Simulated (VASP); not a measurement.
# ZnSe (F-43m): a series in uniaxial stress along [111], part 2 of 2

How do the elastic response and the band edges of ZnSe follow uniaxial stress along [111]?

VASP 6.6.1, plane waves and PAW; the level of theory is named at each step.

So far. Step 5 (Band edges, r2SCAN with spin-orbit coupling): The run ends at a pressure of 3.54 GPa, with forces up to 0.0031 eV/Å.

### Step 6. The whole series

Runs beyond LDA use the data sets made with LDA; this shifts their levels slightly, and their total energies have another zero (at TB-mBJ, which has no energy functional, they mean nothing).

The other members went through these steps as far as the tables show, with the same cutoff and, step by step, the same mesh; 41 runs are not shown. The session took 3.7 core hours (wall time by ranks) on a shared machine.

| strain along the axis (%) | strain across the axis (%) | stress along the axis, tension positive (GPa) | energy above the unstrained row (meV/atom) | gap on the mesh, LDA (eV) |
| --- | --- | --- | --- | --- |
| -2.000 | 0.524 | -2.137 | 3.020 | 1.204 |
| -1.500 | 0.389 | -1.607 | 1.719 | 1.223 |
| -1.000 | 0.259 | -1.055 | 0.791 | 1.239 |
| -0.500 | 0.131 | -0.520 | 0.209 | 1.256 |
| 0 | 0.000 | -0.004 | 0.000 | 1.274 |
| 0.500 | -0.120 | 0.536 | 0.144 | 1.249 |
| 1.000 | -0.244 | 1.055 | 0.658 | 1.223 |
| 1.500 | -0.366 | 1.603 | 1.515 | 1.197 |
| 2.000 | -0.481 | 2.138 | 2.738 | 1.168 |

Slopes at zero strain, from cubics through all rows: strain ratio -0.251, stress over strain 106 GPa.

Band edges at TB-mBJ with spin-orbit coupling, counted from the valence-band top at Γ, spin-orbit pairs averaged, with one row partly withheld:

| strain along the axis (%) | gap (eV) | conduction band at Γ (eV) | Δ or X valley along z (eV) | Δ or X valley along x (eV) | lowest conduction level at L, [111] (eV) | lowest conduction level at L, [-111] (eV) | second valence level below the top (eV) | third valence level below the top (eV) |
| --- | --- | --- | --- | --- | --- | --- | --- | --- |
| -2.000 | 2.805 | 2.806 | 3.588 | 3.588 | 3.477 | 3.725 | 0.115 | 0.432 |
| -1.500 | 2.820 | 2.821 | 3.626 | 3.626 | 3.539 | 3.725 | 0.085 | 0.410 |
| -1.000 | 2.833 | 2.833 | 3.661 | 3.661 | ? | 3.724 | 0.056 | 0.390 |
| -0.500 | 2.841 | 2.841 | 3.689 | 3.689 | 3.658 | 3.721 | 0.028 | 0.372 |
| 0 | 2.847 | 2.847 | 3.712 | 3.712 | 3.717 | 3.717 | 0.000 | 0.357 |
| 0.500 | 2.824 | 2.824 | 3.706 | 3.706 | 3.746 | 3.685 | 0.025 | 0.371 |
| 1.000 | 2.799 | 2.799 | 3.693 | 3.693 | 3.775 | 3.653 | 0.050 | 0.387 |
| 1.500 | 2.772 | 2.772 | 3.679 | 3.679 | 3.803 | 3.621 | 0.071 | 0.405 |
| 2.000 | 2.742 | 2.742 | 3.660 | 3.660 | 3.830 | 3.589 | 0.091 | 0.426 |

Conduction masses, in electron masses:

| strain along the axis (%) | conduction mass at Γ, along the strain axis or the normal of the plane | conduction mass at Γ, across the strain axis or in the plane |
| --- | --- | --- |
| -2.000 | 0.203 | 0.182 |
| -1.500 | 0.201 | 0.186 |
| -1.000 | 0.196 | 0.186 |
| -0.500 | 0.193 | 0.187 |
| 0 | 0.189 | 0.189 |
| 0.500 | 0.186 | 0.191 |
| 1.000 | 0.182 | 0.192 |
| 1.500 | 0.179 | 0.195 |
| 2.000 | 0.174 | 0.197 |

Band edges at r2SCAN with spin-orbit coupling, counted from the valence-band top at Γ, spin-orbit pairs averaged:

| strain along the axis (%) | gap (eV) | conduction band at Γ (eV) | Δ or X valley along z (eV) | Δ or X valley along x (eV) | lowest conduction level at L, [111] (eV) | lowest conduction level at L, [-111] (eV) | second valence level below the top (eV) | third valence level below the top (eV) |
| --- | --- | --- | --- | --- | --- | --- | --- | --- |
| -2.000 | 1.925 | 1.925 | 2.982 | 2.982 | 2.763 | 3.050 | 0.119 | 0.459 |
| -1.500 | 1.938 | 1.938 | 3.020 | 3.020 | 2.831 | 3.046 | 0.088 | 0.436 |
| -1.000 | 1.947 | 1.947 | 3.053 | 3.053 | 2.896 | 3.040 | 0.059 | 0.415 |
| -0.500 | 1.954 | 1.954 | 3.081 | 3.081 | 2.961 | 3.034 | 0.029 | 0.397 |
| 0 | 1.959 | 1.959 | 3.104 | 3.104 | 3.026 | 3.026 | 0.000 | 0.381 |
| 0.500 | 1.933 | 1.933 | 3.095 | 3.095 | 3.060 | 2.990 | 0.027 | 0.396 |
| 1.000 | 1.905 | 1.905 | 3.080 | 3.080 | 3.095 | 2.953 | 0.052 | 0.413 |
| 1.500 | 1.877 | 1.877 | 3.063 | 3.063 | 3.127 | 2.918 | 0.074 | 0.432 |
| 2.000 | 1.845 | 1.845 | 3.042 | 3.042 | 3.160 | 2.881 | 0.095 | 0.453 |

Conduction masses, in electron masses:

| strain along the axis (%) | conduction mass at Γ, along the strain axis or the normal of the plane | conduction mass at Γ, across the strain axis or in the plane |
| --- | --- | --- |
| -2.000 | 0.141 | 0.128 |
| -1.500 | 0.138 | 0.128 |
| -1.000 | 0.135 | 0.129 |
| -0.500 | 0.132 | 0.129 |
| 0 | 0.130 | 0.130 |
| 0.500 | 0.128 | 0.131 |
| 1.000 | 0.125 | 0.132 |
| 1.500 | 0.122 | 0.132 |
| 2.000 | 0.120 | 0.133 |

### Step 7. Working out the slope

The quantity to fit is the splitting of the lowest conduction levels at the L points ([111] less [-111]) at TB-mBJ with spin-orbit coupling: -0.248, -0.185, -0.063, 0.000, 0.061, 0.122, 0.182, 0.241 eV in the rows shown.

A least-squares parabola through the 8 rows shown, with d the strain along the axis less the strain across it, in %: E = − 2.05e-4 d² + 0.09780 d + 4.32e-5 (eV), r.m.s. residual 5.1e-4 eV.

For the withheld row, d = -1.259, the fit gives -0.1234 eV.

### Step 8. Checking the prediction

The calculation gives -0.1245 eV, so the prediction is 0.0011 eV too high, more than twice the residual of the fit.

The splitting is Ξu times 8/9 of d, with d as a fraction, so the linear term gives Ξu = 11.0 eV.

### Step 9. Outcome

```
Poisson ratio                                                       : 0.251
Young's modulus along the axis                                      : 106 GPa
gap of the unstrained cell, TB-mBJ with spin-orbit coupling         : 2.85 eV
gap of the unstrained cell, r2SCAN with spin-orbit coupling         : 1.96 eV
shear deformation potential Ξu of the lowest conduction levels at L : 11.0 eV
error of the predicted row                                          : 1.1 meV
```

As a check, the curvature of the energy gives 107 GPa for the same modulus (energy per volume = E/2 × strain²), 1 % from the slope of the stress. At TB-mBJ with spin-orbit coupling the lowest conduction valley is Γ throughout, and the gap runs between 2.74 and 2.85 eV. At r2SCAN with spin-orbit coupling the lowest conduction valley is Γ throughout, and the gap runs between 1.85 and 1.96 eV. Hole masses are left out throughout, since the top bands are degenerate or cross in many series; of conduction masses, those of the Γ, L and (for Si and Ge under (001) strain) Δ valleys are kept where they change by under an eighth between rows. TB-mBJ is a potential fitted for gaps; it has no energy functional, so its total energies and forces mean nothing, and its bands tend to come out too narrow. r2SCAN opens gaps somewhat over GGA but leaves them below measured values as a rule. Δ or X levels are the lowest on their line, refined by a parabola unless they lie at X; the gap is read from all points sampled and can differ from the lowest valley by some meV, or by tens of meV where strain moves the valence top off Γ. Temperature, zero-point motion and excitons are left out.

[Lines on the potential files, build, host, timing and source positions are cut from VASP's logs without a mark.]

[Logs are printed without paths, hosts, clocks, repeated set-up lines and the standing remarks that a program may print on its own settings, such as how far it seeks lower states.]

[Hosts, paths, dates, database ids (printed as entryN), source tags and the programs' standing remarks are cut or masked in the printed files.]

[In band tables of VASP the shares of atoms and orbitals are scaled to a sum of 1 inside the atoms' spheres.]
